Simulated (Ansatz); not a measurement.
## Bi2Te3: energy above lowest point against volume scale

All results are calculated (Ansatz 0.2.0). Free energy against uniform scaling of the volume at fixed shape and fractions; periodic cell, basis, potentials, k mesh and filling as listed.

The cell before it is scaled or strained (space group R3m, No. 160):
```
cell vectors (Å)
   2.2085     1.2751     9.9467
  -2.2085     1.2751     9.9467
   0.0000    -2.5502     9.9467
atoms (fractions of the cell vectors)
Bi  0.18800  0.18800  0.18800
Bi  0.59800  0.59800  0.59800
Te  0.38900  0.38900  0.38900
Te  0.80000  0.80000  0.80000
Te  0.00000  0.00000  0.00000
```

Settings of every row: functional LDA; dispersion none; potentials PAW; wave cutoff 500 eV; density cutoff 2000 eV; k mesh 6x6x6; k shift 0x0x0; occupations fermi dirac; smearing width 0.05 eV; spin none.

Limits: coarse k mesh, up to 40 meV an atom off; no spin-orbit coupling, which can matter with elements this heavy.

```
row  volume scale  V (Å³/atom)  energy above lowest point (meV/atom)
  1           0.9       30.251                                  26.9
  2         0.925       31.092                                   8.9
  3          0.95       31.932                                   0.4
  4         0.975       32.772                                     0
  5             1       33.613                                   6.7
  6         1.025       34.453                                     ?
  7          1.05       35.293                                  37.6
  8         1.075       36.134                                  60.1
  9           1.1       36.974                                  86.6
```

Question: what energy above lowest point should row 6 give?

Worked fit of energy above lowest point. Take u = (V_r/V)^(2/3) − 1 with V_r = 33.192 Å³ an atom, which is twice the finite (Eulerian) strain; such expansions in the strain, on which the Birch-Murnaghan equation of state is built, carry the rest volume and the bulk modulus. The shown rows have u = 0.06381, 0.04454, 0.02614, 0.00853, -0.00837, -0.04009, -0.05504, -0.06941. Least squares give energy above lowest point = 2.55 − 399.3 × u + 11977 × u² + 4106 × u³ meV/atom; a parabola predicts inner rows, each left out in turn, worse (root mean square 0.29 against 0.055 meV/atom). The rows lie off it by 0.0, 0.0, 0.0, 0.0, 0.0, 0.1, 0.0, 0.0. Its lowest point lies at u = 0.0165, or V = 32.39 Å³ an atom, and the curvature there gives the bulk modulus at fixed shape and fractions, B = (4/9)(1 + u)² E″(u)/V = 55.3 GPa. Letting shape and atoms relax would as a rule lower it, by much in layered, chain or molecular crystals. The withheld row has u = -0.02455, so the fit gives 2.55 − 399.3 × (-0.02455) + 11977 × (-0.02455)² + 4106 × (-0.02455)³ = 19.5 meV/atom.

The calculation gave 19.5 meV/atom. The fit meets it to the printed digit.
